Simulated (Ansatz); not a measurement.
Input and command of a plane-wave DFT calculation in Ansatz:

```yaml
crystal:
  lattice:
    - [16.6, 0.0, 0.0]
    - [0.0, 15.9, 0.0]
    - [0.0, 0.0, 9.9512979674]
  atoms:
    - { symbol: Ga, position: [0.5720687915, 0.5, 0.0] }
    - { symbol: As, position: [0.6427176898, 0.627754729, 0.0833333333] }
    - { symbol: As, position: [0.5014198931, 0.372245271, 0.4166666667] }
    - { symbol: As, position: [0.3601220965, 0.627754729, 0.75] }
    - { symbol: Ga, position: [0.4307709948, 0.5, 0.3333333333] }
    - { symbol: As, position: [0.6427176898, 0.372245271, 0.0833333333] }
    - { symbol: As, position: [0.5014198931, 0.627754729, 0.4166666667] }
    - { symbol: As, position: [0.3601220965, 0.372245271, 0.75] }
    - { symbol: Ga, position: [0.3601220965, 0.372245271, 0.0] }
    - { symbol: Ga, position: [0.6427176898, 0.372245271, 0.3333333333] }
    - { symbol: Ga, position: [0.5014198931, 0.627754729, 0.6666666667] }
    - { symbol: As, position: [0.4307709948, 0.5, 0.0833333333] }
    - { symbol: Ga, position: [0.3601220965, 0.627754729, 0.0] }
    - { symbol: Ga, position: [0.6427176898, 0.627754729, 0.3333333333] }
    - { symbol: Ga, position: [0.5014198931, 0.372245271, 0.6666666667] }
    - { symbol: As, position: [0.5720687915, 0.5, 0.75] }
    - { symbol: H, position: [0.5995529385, 0.7058097481, 0.0324187021] }
    - { symbol: H, position: [0.7290471924, 0.627754729, 0.0324187021] }
    - { symbol: H, position: [0.4582551418, 0.2941902519, 0.3657520354] }
    - { symbol: H, position: [0.3169573452, 0.54969971, 0.6990853687] }
    - { symbol: H, position: [0.3169573452, 0.7058097481, 0.6990853687] }
    - { symbol: H, position: [0.3416017059, 0.5, 0.385922788] }
    - { symbol: H, position: [0.5995529385, 0.2941902519, 0.0324187021] }
    - { symbol: H, position: [0.7290471924, 0.372245271, 0.0324187021] }
    - { symbol: H, position: [0.4582551418, 0.7058097481, 0.3657520354] }
    - { symbol: H, position: [0.3169573452, 0.45030029, 0.6990853687] }
    - { symbol: H, position: [0.3169573452, 0.2941902519, 0.6990853687] }
    - { symbol: H, position: [0.2709528076, 0.372245271, 0.0525894547] }
    - { symbol: H, position: [0.4047067409, 0.2916226526, 0.0525894547] }
    - { symbol: H, position: [0.6873023342, 0.4528678893, 0.385922788] }
    - { symbol: H, position: [0.6873023342, 0.2916226526, 0.385922788] }
    - { symbol: H, position: [0.5460045376, 0.7083773474, 0.7192561213] }
    - { symbol: H, position: [0.2709528076, 0.627754729, 0.0525894547] }
    - { symbol: H, position: [0.4047067409, 0.7083773474, 0.0525894547] }
    - { symbol: H, position: [0.6873023342, 0.5471321107, 0.385922788] }
    - { symbol: H, position: [0.6873023342, 0.7083773474, 0.385922788] }
    - { symbol: H, position: [0.5460045376, 0.2916226526, 0.7192561213] }
    - { symbol: H, position: [0.6583982941, 0.5, 0.6990853687] }
basis:
  ecutwfc: 420
kpoints:
  mp_grid: { grid: [1, 1, 6] }
hamiltonian:
  xc: pbe
scf:
  occupations: { method: gaussian, width: 0.05 }
output:
  forces: true
  stress: true
  eigenvalues: true
  populations: true
  write_density: true
  write_potential: true
  elf: true
  volumetric_format: npy
relax:
  adjacent_minimum: "off"
  f_tol: 0.02
  max_steps: 45
  cell: { fix: [a, b, alpha, beta, gamma], stress_tol: 0.03 }
```

```bash
ansatz run input.yaml --threads 4 --pin off --max-ram 11264MiB --backend cpu --events-out ev --progress --plain --runs-dir out
```

Processor: Arm Neoverse N1, 4 threads, on a host shared with other jobs.

Question: Estimate time, memory and problem size.

Answer: About 27 min on 4 threads of Arm Neoverse N1, with other jobs on the host, peak memory 6 GiB. It solves 161 bands at 4 k points (the mesh reduced by the symmetry that the task leaves, which can be less than the crystal's) with about 51219 plane waves (on the last cell), in 72 SCF iterations over 10 ionic steps.
